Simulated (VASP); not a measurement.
# BN (Cc) in VASP: reference runs

Aim: a first look at BN with PBE, on the cell as given and on a disturbed one.

All numbers are computed with VASP 6.6.1; they aren't measurements. Logs are shortened: lines on timing, memory, paths and dates and some standing lists are left out, and cuts for length are marked.

## Step 1: The structure

The structure is monoclinic, space group Cc (No. 9). Conventional cell: a = 3.288 Å, b = 9.431 Å, c = 4.349 Å, α = 90.00°, β = 105.92°, γ = 90.00°. Around N (site symmetry 1) lie 3 B at 1.45 to 1.47 Å. Around N (site symmetry 1) lie 3 B at 1.44 to 1.49 Å. B (site symmetry 1) is surrounded by 3 N at 1.44 to 1.49 Å. Around B (site symmetry 1) lie 3 N at 1.45 to 1.47 Å.

The cell comes from a database or a generator and needn't be the stable form of this composition.

## Step 2: Single point, PBE

INCAR

```
PREC = Accurate
ENCUT = 520
EDIFF = 1E-7
ISMEAR = -1
SIGMA = 0.05
LREAL = F
LASPH = T
NELM = 80
ALGO = Normal
ISIF = 2
LWAVE = F
LCHARG = T
GGA = PE
LELF = T
LVHAR = T
NBANDS = 26
```

KPOINTS

```
regular mesh
0
Gamma
  9 9 7
```

POSCAR

```
BN
1.0
    1.6438210000     -4.7155350000      0.0000000000
    1.6438210000      4.7155350000      0.0000000000
   -1.1929310000      0.0000000000      4.1817430000
N B
4 4
Direct
    0.5117870000      0.3799060000      0.8210930000
    0.3799060000      0.5117870000      0.3210930000
    0.7783390000      0.3857400000      0.3407830000
    0.3857400000      0.7783390000      0.8407830000
    0.5642020000      0.1769990000      0.9918210000
    0.1769990000      0.5642020000      0.4918210000
    0.5664270000      0.4344000000      0.5002040000
    0.4344000000      0.5664270000      0.0002040000
```

Potentials or basis: VASP PAW PBE potentials, release 64 (N, B).

Started as:

```bash
cat potpaw_PBE.64/N/POTCAR potpaw_PBE.64/B/POTCAR > POTCAR
mpirun -np 1 vasp_std > vasp.out
```

OUTCAR:

```text
PREC = Accurate
   ENCUT = 520
   EDIFF = 1E-7
   ISMEAR = -1
   LREAL = F
   LASPH = T
   NELM = 80
   ISIF = 2
   GGA = PE

 ion  position               nearest neighbor table
   1  0.512  0.380  0.821-   8 1.45   7 1.45   5 1.47
   2  0.380  0.512  0.321-   7 1.45   8 1.45   6 1.47
   3  0.778  0.386  0.341-   6 1.44   7 1.47   5 1.49
   4  0.386  0.778  0.841-   5 1.44   8 1.47   6 1.49
   5  0.564  0.177  0.992-   4 1.44   1 1.47   3 1.49
   6  0.177  0.564  0.492-   3 1.44   2 1.47   4 1.49
   7  0.566  0.434  0.500-   2 1.45   1 1.45   3 1.47
   8  0.434  0.566  0.000-   1 1.45   2 1.45   4 1.47

  LATTYP: Found a base centered monoclinic cell.
 ALAT       =     3.2876420000
 B/A-ratio  =     2.8686426320
 C/A-ratio  =     1.3227017273
 COS(beta)  =    -0.2743272083

  Lattice vectors:

 A1 = (   1.6438210000,  -4.7155350000,   0.0000000000)
 A2 = (   1.6438210000,   4.7155350000,   0.0000000000)
 A3 = (  -1.1929310000,   0.0000000000,   4.1817430000)

Analysis of symmetry for initial positions (statically):
=====================================================================
 Subroutine PRICEL returns:
 Original cell was already a primitive cell.

 Routine SETGRP: Setting up the symmetry group for a
 base centered monoclinic supercell.

 Subroutine GETGRP returns: Found  2 space group operations
 (whereof  1 operations were pure point group operations)
 out of a pool of  4 trial point group operations.

The static configuration has the point symmetry C_1 .
 The point group associated with its full space group is C_1h.

Analysis of symmetry for dynamics (positions and initial velocities):
=====================================================================
 Subroutine PRICEL returns:
 Original cell was already a primitive cell.

 Routine SETGRP: Setting up the symmetry group for a
 base centered monoclinic supercell.

 Subroutine GETGRP returns: Found  2 space group operations
 (whereof  1 operations were pure point group operations)
 out of a pool of  4 trial point group operations.

The dynamic configuration has the point symmetry C_1 .
 The point group associated with its full space group is C_1h.

 Subroutine INISYM returns: Found  2 space group operations
 (whereof  1 operations are pure point group operations),
 and found     1 'primitive' translations

----------------------------------------------------------------------------------------

                                     Primitive cell

  volume of cell :      64.8295

  direct lattice vectors                    reciprocal lattice vectors
     1.643821000 -4.715535000  0.000000000     0.304169371 -0.106032507  0.086770773
     1.643821000  4.715535000  0.000000000     0.304169371  0.106032507  0.086770773
    -1.192931000  0.000000000  4.181743000     0.000000000  0.000000000  0.239134734

  length of vectors
     4.993837985  4.993837985  4.348569752     0.333603157  0.333603157  0.239134734

  position of ions in fractional coordinates (direct lattice)
     0.511787000  0.379906000  0.821093000
     0.379906000  0.511787000  0.321093000
     0.778339000  0.385740000  0.340783000
     0.385740000  0.778339000  0.840783000
     0.564202000  0.176999000  0.991821000
     0.176999000  0.564202000  0.491821000
     0.566427000  0.434400000  0.500204000
     0.434400000  0.566427000  0.000204000

  ion indices of the primitive-cell ions
   primitive index   ion index
                 1           1
                 2           2
                 3           3
                 4           4
                 5           5
                 6           6
                 7           7
                 8           8

----------------------------------------------------------------------------------------

 KPOINTS: regular mesh

Automatic generation of k-mesh.
 Grid dimensions read from file:
 generate k-points for:    9    9    7

 Generating k-lattice:

  Cartesian coordinates                     Fractional coordinates (reciprocal lattice)
     0.033796597 -0.011781390  0.009641197     0.111111111  0.000000000 -0.000000000
     0.033796597  0.011781390  0.009641197     0.000000000  0.111111111 -0.000000000
     0.000000000  0.000000000  0.034162105     0.000000000  0.000000000  0.142857143

  Length of vectors
     0.037067017  0.037067017  0.034162105

  Shift w.r.t. Gamma in fractional coordinates (k-lattice)
     0.000000000  0.000000000  0.000000000

 Subroutine IBZKPT returns following result:
 ===========================================

 Found    160 irreducible k-points:

 Following reciprocal coordinates:
            Coordinates               Weight
  0.000000  0.000000  0.000000      1.000000
  0.111111  0.000000  0.000000      4.000000
  0.222222  0.000000 -0.000000      4.000000
  0.333333  0.000000  0.000000      4.000000
  0.444444  0.000000 -0.000000      4.000000
  0.111111  0.111111  0.000000      2.000000
[... 16 lines left out ...]
 -0.333333  0.333333  0.000000      2.000000
  0.444444  0.444444 -0.000000      2.000000
 [... further k-points ...]
   k-points           NKPTS =    160   k-points in BZ     NKDIM =    160   number of bands    NBANDS=     26
   number of dos      NEDOS =    301   number of ions     NIONS =      8
   total plane-waves  NPLWV =  51200
   dimension x,y,z NGX =    40 NGY =   40 NGZ =   32
   dimension x,y,z NGXF=    80 NGYF=   80 NGZF=   64
   ions per type =               4   4
   NGX,Y,Z   is equivalent  to a cutoff of  13.32, 13.32, 12.23 a.u.
   NGXF,Y,Z  is equivalent  to a cutoff of  26.63, 26.63, 24.47 a.u.
 SYSTEM =  unknown system
   PREC   = accura    normal or accurate (medium, high low for compatibility)
   ISTART =      0    job   : 0-new  1-cont  2-samecut
   ICHARG =      2    charge: 1-file 2-atom 10-const
   ISPIN  =      1    spin polarized calculation?
   LNONCOLLINEAR =      F non collinear calculations
   LSORBIT =      F    spin-orbit coupling
   LASPH  =      T    aspherical Exc in radial PAW
   ENCUT  =  520.0 eV  38.22 Ry    6.18 a.u.   9.29  9.29  8.09*2*pi/ulx,y,z
   NELM   =     80;   NELMIN=  2; NELMDL= -5     # of ELM steps
   EDIFF  = 0.1E-06   stopping-criterion for ELM
   LREAL  =      F    real-space projection
   EDIFFG = 0.1E-05   stopping-criterion for IOM
   NSW    =      0    number of steps for IOM
   IBRION =     -1    ionic relax: 0-MD 1-quasi-New 2-CG
   NFREE  =      0    steps in history (QN), initial steepest desc. (CG)
   ISIF   =      2    stress and relaxation
   ISYM   =      2    0-nonsym 1-usesym 2-fastsym
   POTIM  = 0.5000    time-step for ionic-motion
   TEBEG  =    0.0;   TEEND  =   0.0 temperature during run
   PSTRESS=    0.0 pullay stress
   NELECT =      32.0000    total number of electrons
   NUPDOWN=      -1.0000    fix difference up-down
   EMIN   =  10.00;   EMAX   =-10.00  energy-range for DOS
   EFERMI =   0.00;   METHOD = LEGACY
   ISMEAR =    -1;   SIGMA  =   0.05  broadening in eV -4-tet -1-fermi 0-gaus
   EFERMI_NEDOS =   21; number of points for ismear=-14 and -15
   IALGO  =     38    algorithm
   IMIX   =      4    mixing-type and parameters
     AMIX     =   0.40;   BMIX     =  1.00
     AMIX_MAG =   1.60;   BMIX_MAG =  1.00
  volume/ion in A,a.u.               =       8.10        54.69
  Fermi-wavevector in a.u.,A,eV,Ry     =   1.293800  2.444928 22.775050  1.673919
  Thomas-Fermi vector in A             =   2.425423
   LORBIT       =      0    0 simple, 1 ext, 2 COOP (PROOUT), +10 PAW based schemes
   GGA     = PE    functional components
   LHFCALC =     F    Hartree Fock is set to
   AEXX    =    0.0000 exact exchange contribution
   IVDW    =     0    specifies the selected vdW correction
   LEPSILON=     F    determine dielectric tensor
   LRPA    =     F    only Hartree local field effects (RPA)
 non-spin polarized calculation
  energy-cutoff  :      520.00
  volume of cell :       64.83
 maximum number of plane-waves:      1767
 NGX is ok and might be reduce to    40
   NGX = 19   NGY = 19   NGZ = 17

 number of electron      32.0000001 magnetization

 Free energy of the ion-electron system (eV)
  ---------------------------------------------------
  ext. energy  EPLUGINS =         0.00000000
  ---------------------------------------------------
  free energy    TOTEN  =       -68.65138956 eV

  energy without entropy =      -68.65138956  energy(sigma->0) =      -68.65138956

 E-fermi :   4.7106     XC(G=0): -10.8445

 val. band max:        3.5916873024   @ k =  -0.1111   0.3333   0.1429
 cond. band min:       7.0347319851   @ k =  -0.1111   0.0000   0.2857
 fundamental gap:      3.4430446827
 Fermi energy:         4.7106434970

 k-point     1 :       0.0000    0.0000    0.0000
  band No.  band energies     occupation
      1     -14.5915      2.00000
      2     -11.3658      2.00000
      3     -11.3607      2.00000
      4     -11.2319      2.00000
      5      -5.6350      2.00000
      6      -4.3813      2.00000
[... 18 lines left out ...]
     25      15.8024      0.00000
     26      15.8435      0.00000

 k-point     2 :       0.1111    0.0000    0.0000
  band No.  band energies     occupation
      1     -14.5038      2.00000
      2     -11.5833      2.00000
      3     -11.2892      2.00000
      4     -11.0901      2.00000
      5      -5.5727      2.00000
      6      -4.4403      2.00000
[... 18 lines left out ...]
     25      15.8224      0.00000
     26      15.9429      0.00000

 k-point     3 :       0.2222    0.0000   -0.0000
  band No.  band energies     occupation
      1     -14.2585      2.00000
      2     -11.8138      2.00000
      3     -11.2696      2.00000
      4     -10.9177      2.00000
      5      -5.4180      2.00000
      6      -4.5051      2.00000
[... 572 lines left out ...]
 k-point    23 :      -0.3333    0.3333    0.0000
  band No.  band energies     occupation
      1     -14.1463      2.00000
      2     -12.9087      2.00000
      3     -11.0334      2.00000
      4     -10.6501      2.00000
      5      -5.2466      2.00000
      6      -4.2239      2.00000
[... 18 lines left out ...]
     25      15.9925      0.00000
     26      16.2937      0.00000

 k-point    24 :       0.4444    0.4444   -0.0000
  band No.  band energies     occupation
      1     -13.5775      2.00000
      2     -13.5261      2.00000
      3     -10.8570      2.00000
      4     -10.7605      2.00000
      5      -4.8669      2.00000
      6      -4.6074      2.00000
[... 18 lines left out ...]
     25      16.0473      0.00000
     26      16.8911      0.00000

 [... further k-points ...]
[... 5 lines left out ...]
  --------------------------------------------------------------------------------------
  -------------------------------------------------------------------------------------
  Total        0.0315273      0.0224128      0.0333433      0.0000000      0.0000000     -0.0073821
  in kB        0.7791550      0.5539044      0.8240371      0.0000000      0.0000000     -0.1824386
  external PRESSURE =       0.7190322 kB  Pullay stress =       0.0000000 kB

 VOLUME and BASIS-vectors are now :
 -----------------------------------------------------------------------------
  energy-cutoff  :      520.00
  volume of cell :       64.83
      direct lattice vectors                 reciprocal lattice vectors
     1.643821000 -4.715535000  0.000000000     0.304169371 -0.106032507  0.086770773
     1.643821000  4.715535000  0.000000000     0.304169371  0.106032507  0.086770773
    -1.192931000  0.000000000  4.181743000     0.000000000  0.000000000  0.239134734

 POSITION                                       TOTAL-FORCE (eV/Angst)
 -----------------------------------------------------------------------------------
      0.48628     -0.62189      3.43360        -0.002048     -0.000147      0.002937
      1.08274      0.62189      1.34273        -0.002048      0.000147      0.002937
      1.50701     -1.85131      1.42507        -0.000591      0.001534     -0.000112
      0.91054      1.85131      3.51594        -0.000591     -0.001534     -0.000112
      0.03523     -1.82587      4.14754         0.002185     -0.000906     -0.000684
      0.63169      1.82587      2.05667         0.002185      0.000906     -0.000684
      1.04847     -0.62258      2.09172         0.000453      0.001441     -0.002141
      1.64494      0.62258      0.00085         0.000453     -0.001441     -0.002141
 -----------------------------------------------------------------------------------
    total drift:                               -0.000051      0.000000     -0.000598

  FREE ENERGIE OF THE ION-ELECTRON SYSTEM (eV)
  ---------------------------------------------------
  free  energy   TOTEN  =       -68.6513895644 eV

  energy  without entropy=      -68.6513895644  energy(sigma->0) =      -68.65138956
```

Run time: 6.8 min. Hardware: 1 thread of Intel Xeon Platinum 8488C (Sapphire Rapids), shared host; peak memory 0.33 GiB.

What came out:

| Quantity | Value |
| --- | --- |
| Free energy | -68.6514 eV |
| Pressure | 0.1 GPa |
| Largest force | 0.004 eV/Å |
| Band gap on the k mesh | 3.44 eV, indirect (least direct gap 4.00 eV) |

Forces on the atoms (eV/Å):
```
N   -0.002  0.000  0.003
N   -0.002  0.000  0.003
N   -0.001  0.002  0.000
N   -0.001 -0.002  0.000
B    0.002 -0.001 -0.001
B    0.002  0.001 -0.001
B    0.000  0.001 -0.002
B    0.000 -0.001 -0.002
```

Caveat: an odd mesh through Γ misses points on the zone boundary, where band edges often lie. A hybrid or GW would open this gap; PBE tends to underestimate it.

[end of part 1 of 2]
